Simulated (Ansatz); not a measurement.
# Nuclear-site quantities of SnTe as the cell is scaled

```
CELL_PARAMETERS angstrom
0.00000 3.60674 3.60674
3.60674 0.00000 3.60674
3.60674 3.60674 0.00000
ATOMIC_POSITIONS crystal
Sn 0.00000 0.00000 0.00000
Te 0.25000 0.25000 0.25000
```

Atoms are numbered in the order listed.

Conventional cell: a = 7.213 Å, b = 7.213 Å, c = 7.213 Å, α = 90.00°, β = 90.00°, γ = 90.00°. Around Sn (atom 1) lie 4 Te at 3.12 Å. Around Te (atom 2) lie 4 Sn at 3.12 Å.

The cell was built from the zincblende type and relaxed in the same program, and has space group F-43m; it needn't be a known or the stable phase.

Spin–orbit coupling is left out, though it moves levels of the heavy atoms by tenths of an eV or more.

Level of theory: DFT, PBE, all-electron PAW with datasets made for the crystal, scalar-relativistic (Ansatz 0.2.0).

The runs use a Γ-centred 9×9×9 k mesh, Fermi–Dirac smearing of 0.05 eV, cutoff 240 eV (chosen by the program for this cell), no spin polarisation.

The contact density is the mean electron density over the nuclear volume; its changes set Mössbauer isomer shifts. Changes below are taken from the unscaled cell, where it is 1.2364e+06 e/Å³ at Sn1, 1.46859e+06 e/Å³ at Te2.

```tsv
V/V(cell)	P (GPa)	Δρ(0) Sn1 (e/Å³)	Δρ(0) Te2 (e/Å³)
0.9405	1.7	?	?
1.0000	0.0	0.00	0.00
1.0600	-1.2	0.59	?
```

(1) Give the missing entry: row "1.0600", column "Δρ(0) Te2 (e/Å³)".

(2) What belongs in the row "0.9405", column "Δρ(0) Sn1 (e/Å³)"?

(3) Fill in "Δρ(0) Te2 (e/Å³)" for the row "0.9405".

The datasets are made afresh for each cell, so very small changes are uncertain. Scalar relativity leaves out the p1/2 density at heavy nuclei.

## Answers

(1) -1.32.

(2) -1.50.

(3) 2.11.
